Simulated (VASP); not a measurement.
Wanted: the native input for a VASP 6.6.1 run.

```yaml
Task: single point
Functional: PBEsol
Potentials_or_basis: VASP PAW PBE potentials, release 64 (Mo_sv, Si)
Cutoff: 520 eV
k_mesh: 6 × 6 × 6
Occupations: fermi-dirac, width 0.05 eV
Spin: no spin polarisation
Ladder: free
Further_INCAR_settings: ALGO = Normal; EDIFF = 1e-07; NBANDS = 56
```

The structure of SiMo3 lies in POSCAR:

```
SiMo3
1.0
    4.8890000000      0.0000000000      0.0000000000
    0.0000000000      4.8890000000      0.0000000000
    0.0000000000      0.0000000000      4.8890000000
Mo Si
6 2
Direct
    0.0000000000      0.5000000000      0.2500000000
    0.0000000000      0.5000000000      0.7500000000
    0.5000000000      0.2500000000      0.0000000000
    0.7500000000      0.0000000000      0.5000000000
    0.5000000000      0.7500000000      0.0000000000
    0.2500000000      0.0000000000      0.5000000000
    0.5000000000      0.5000000000      0.5000000000
    0.0000000000      0.0000000000      0.0000000000
```

The input as run:

INCAR

```
SYSTEM = SiMo3
  PREC = Accurate
  ENCUT = 520
  EDIFF = 1E-7
  ISMEAR = -1
  SIGMA = 0.05
  LREAL = .False.
  LASPH = .True.
  NELM = 60
  ALGO = Normal
  ISIF = 2
  LWAVE = .False.
  LCHARG = .False.
  GGA = PS
  NBANDS = 56
  KPAR = 2
```

KPOINTS

```
regular mesh
0
Gamma
  6 6 6
  0 0 0
```

Potentials or basis: VASP PAW PBE potentials, release 64 (Mo_sv, Si).

The run is started by

```bash
$ cat potpaw_PBE.64/Mo_sv/POTCAR potpaw_PBE.64/Si/POTCAR > POTCAR
$ mpirun -np 2 vasp_std > vasp.out
```

Results of the run:

- Pressure: -3.8 GPa
- Band gap on the k mesh: none (metal or under the smearing width)

Caveat: the PAW data sets were made with another functional, which shifts forces and pressure a little.

It took 40 s on 2 MPI ranks on AMD EPYC 9R45 96-Core Processor (Zen 5), on a shared host, peak memory 0.23 GiB a rank.
